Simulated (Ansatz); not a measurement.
Base system: ZnTe in the zinc blende structure (space group F-43m, No. 216; a = 6.179 Å). Axes: x, y, z lie along the cube axes.

(Cell as relaxed with PBE.)

Levels (all Ansatz, an electronic-structure program, PAW, earlier PAW set): PBE (420 eV, no spin-orbit coupling); PBEsol (420 eV, without spin-orbit coupling).

Each level relaxes its own structure.

| base | PBE | PBEsol |
|---|---|---|
| volume per atom | 29.49 Å³ | 27.90 Å³ |
| lattice parameter a | 6.179 Å | 6.066 Å |
| band gap | 1.07 eV | 1.23 eV |

Modification: biaxial strain −2.35 %, plane normal [111], relaxed out of plane (Cartesian); in-plane vectors clamped, the third vector and the atoms free.

```tsv
quantity	PBE	PBEsol
shift of the gap caused by the change	+0.05 eV	?
ratio −ε⊥/ε∥	0.58	?
mean in-plane stress (compression positive)	+2.4 GPa	?
energy relative to the base (free energy F)	+10 meV/atom	?
valence-band top at Γ (three highest levels, from the VBM)	0.00, 0.00, -0.26 eV	?
```

Question: Given the PBE results, estimate those of PBEsol.

Answer: 
- shift of the gap caused by the change, PBEsol: +0.03 eV
- ratio −ε⊥/ε∥, PBEsol: 0.63
- mean in-plane stress (compression positive), PBEsol: +2.7 GPa
- energy relative to the base (free energy F), PBEsol: +11 meV/atom
- valence-band top at Γ (three highest levels, from the VBM), PBEsol: 0.00, 0.00, -0.30 eV

PBE's shift of the gap caused by the change lies 0.02 eV above PBEsol's; PBE's ratio −ε⊥/ε∥ lies 0.045 below PBEsol's; PBE's in-plane stress lies 0.3 GPa below PBEsol's; PBE's energy relative to the base lies 0.6 meV/atom below PBEsol's. Neither level is exact; PBEsol is the comparison here, not a measurement.

With Te present, leaving out spin-orbit coupling can change the band edges. No phonon test of stability was made.
